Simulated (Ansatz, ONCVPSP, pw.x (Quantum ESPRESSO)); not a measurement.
**What a changed setting does to a pw.x run (bcc Ti)**

Potential: optimised norm-conserving Vanderbilt (ONCV), ONCVPSP 4.0.1.1 (patched build), PBE; core [Ne], reference 3s2 3p6 3d2 4s2; waves: 3s+4s: rc 1.50 bohr, ncon 3, nbas 6, qcut 9.3 1/bohr, 2 projectors; 3p: rc 1.05 bohr, ncon 4, nbas 8, qcut 9.4 1/bohr, 1 projector; 3d: rc 1.85 bohr, ncon 4, nbas 9, qcut 9.1 1/bohr, 2 projectors, debl 2.2 Ha; local part: polynomial inside 0.90 bohr (lpopt 5, dvloc0 0 Ha); core correction: none.

The reference run (k-mesh 14³, cutoffs 105/420 Ry, Fermi–Dirac 0.01 Ry, mixing_beta 0.4, conv_thr 1e-9, no spin) gives 0.18 GPa at 17.343 Å³/atom, where all-electron LAPW gives 0.23 GPa. This run, with its own iteration cap, changes degauss to 0.005.

```
&control
  calculation='scf', prefix='x', pseudo_dir='./', outdir='./tmp', tstress=.true., disk_io='none'
/
&system
  ibrav=0, nat=1, ntyp=1, ecutwfc=105, ecutrho=420, nbnd=14,
  occupations='smearing', smearing='fd', degauss=0.005
/
&electrons
  conv_thr=1e-09, mixing_beta=0.4, electron_maxstep=60
/
ATOMIC_SPECIES
Ti 1.0 Ti.UPF
CELL_PARAMETERS angstrom
  -1.63062743 1.63062743 1.63062743
  1.63062743 -1.63062743 1.63062743
  1.63062743 1.63062743 -1.63062743
ATOMIC_POSITIONS crystal
Ti 0.0000 0.0000 0.0000
K_POINTS automatic
14 14 14 0 0 0
```

```bash
pw.x < Ti.scf.in > Ti.scf.out
```

Task: How does the run end?

Result: It converges in 8 iterations; the free energy moves by +53.5 meV/atom and the pressure by -0.61 GPa. In a metal, with Fermi–Dirac smearing, F lies below its zero-width value by a term in the square of the width.

```
Message from routine setup:
     using ibrav=0 with symmetry is DISCOURAGED, use correct ibrav instead
     lattice parameter (alat)  =       5.3372  a.u.
     unit-cell volume          =     117.0364 (a.u.)^3
     number of electrons       =        12.00
     number of Kohn-Sham states=           14
     kinetic-energy cutoff     =     105.0000  Ry
     charge density cutoff     =     420.0000  Ry
     scf convergence threshold =      1.0E-09
     Exchange-correlation= PBE
     number of k points=   104  Fermi-Dirac smearing, width (Ry)=  0.0050
     iteration #  1     ecut=   105.00 Ry     beta= 0.40
     total energy              =    -116.17532706 Ry
     estimated scf accuracy    <       0.03669160 Ry
     iteration #  2     ecut=   105.00 Ry     beta= 0.40
     total energy              =    -116.18168432 Ry
     estimated scf accuracy    <       0.00044430 Ry
     iteration #  3     ecut=   105.00 Ry     beta= 0.40
     total energy              =    -116.18172978 Ry
     estimated scf accuracy    <       0.00014262 Ry
     [... 2 iterations left out ...]
     iteration #  6     ecut=   105.00 Ry     beta= 0.40
     total energy              =    -116.18173536 Ry
     estimated scf accuracy    <       0.00000002 Ry
     iteration #  7     ecut=   105.00 Ry     beta= 0.40
     total energy              =    -116.18173536 Ry
     estimated scf accuracy    <          3.8E-09 Ry
     iteration #  8     ecut=   105.00 Ry     beta= 0.40
     the Fermi energy is    13.1842 ev
!    total energy              =    -116.18173536 Ry
     estimated scf accuracy    <          5.4E-12 Ry
     smearing contrib. (-TS)   =      -0.00267399 Ry
     The total energy is F=E-TS. E is the sum of the following terms:
     one-electron contribution =     -40.66119837 Ry
     hartree contribution      =      24.04760706 Ry
     xc contribution           =     -14.53221554 Ry
     ewald contribution        =     -85.03325452 Ry
     convergence has been achieved in   8 iterations
          total   stress  (Ry/bohr**3)                   (kbar)     P=       -4.38
     Message from routine punch:
     Nothing written, as per user request (disk_io='none')
```

The run took about 64 s on one core of a shared host (Neoverse-N1, 64 threads, 124 GiB, load 39).
